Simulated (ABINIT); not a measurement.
Write the native input for ABINIT 10.8.3 (patched build) that does the following.

| Quantity | Value |
| --- | --- |
| Task | band structure |
| Functional | PBEsol |
| Potentials or basis | JTH PAW PBE v2.0 sp |
| Cutoff | 544 eV |
| k mesh | 8 × 8 × 8 |
| Occupations | fermi-dirac, width 0.05 eV |
| Spin | spin-orbit coupling, no magnetisation |
| Fine-grid cutoff | 1088.46 eV |
| Exchange and correlation inside the PAW spheres | full angular mesh (pawxcdev 0, this build's default; the released program takes 1) |

The system is InP.

```
CELL_PARAMETERS angstrom
0.00000 2.93050 2.93050
2.93050 0.00000 2.93050
2.93050 2.93050 0.00000
ATOMIC_POSITIONS crystal
In 0.00000 0.00000 0.00000
P 0.75000 0.75000 0.75000
```

The input as run:

run.abi

```
# Datasets: ground state, then fixed potential
ndtset 2

# Pseudopotentials
pp_dirpath "./"
pseudos "In.GGA_PBE-JTH_sp.xml, P.GGA_PBE-JTH.xml"

# Structure
acell 7.83169184 7.83169184 7.83169184
rprim
     0.0000000000     0.7071067812     0.7071067812
     0.7071067812     0.0000000000     0.7071067812
     0.7071067812     0.7071067812     0.0000000000
ntypat 2
znucl 49 15
natom 2
typat 1 2
xred
     0.0000000000     0.0000000000     0.0000000000
     0.7500000000     0.7500000000     0.7500000000

# Plane-wave basis
ecut 544.227725 eV
pawecutdg 40.0

# Exchange and correlation
ixc -116133

# Bands and occupations
occopt 3
tsmear 0.00183747

# Spin
nspinor 2
nspden 1
pawspnorb 1

# SCF cycle
nstep 100

# Output
iomode 3
prtwf 0
prteig 0
prtebands 0
enunit 2
prtden1 1

# Dataset 1
kptopt1 4
ngkpt1 8 8 8
nshiftk1 1
shiftk1 0.0 0.0 0.0
nband1 16
tolvrs1 1.0e-9

# Dataset 2: bands along G-X-W-K-G-L-U-W-L-K
iscf2 -2
getden2 1
nband2 24
nbdbuf2 2
tolwfr2 1.0e-12
kptopt2 -9
ndivsm2 6
prteig2 1
prtvol2 -3
kptbounds2
     0.0000000000     0.0000000000     0.0000000000
     0.5000000000     0.0000000000     0.5000000000
     0.5000000000     0.2500000000     0.7500000000
     0.3750000000     0.3750000000     0.7500000000
     0.0000000000     0.0000000000     0.0000000000
     0.5000000000     0.5000000000     0.5000000000
     0.6250000000     0.2500000000     0.6250000000
     0.5000000000     0.2500000000     0.7500000000
     0.5000000000     0.5000000000     0.5000000000
     0.3750000000     0.3750000000     0.7500000000
```

Potentials or basis: JTH PAW PBE v2.0 sp.

The run is started by

```sh
$ abinit run.abi > log 2>&1
```

Results of the run:

```yaml
Band_gap_on_the_k_mesh: 0.68 eV, direct
Valence_electrons_inside_the_program's_atomic_spheres: In 2.40; P 1.58
```

Caveat: this set keeps more shells in the core, which shifts pressures and gaps.

Run time: 3.2 min on 1 thread of Arm Neoverse V1, with other jobs on the host, peak memory 0.21 GiB.
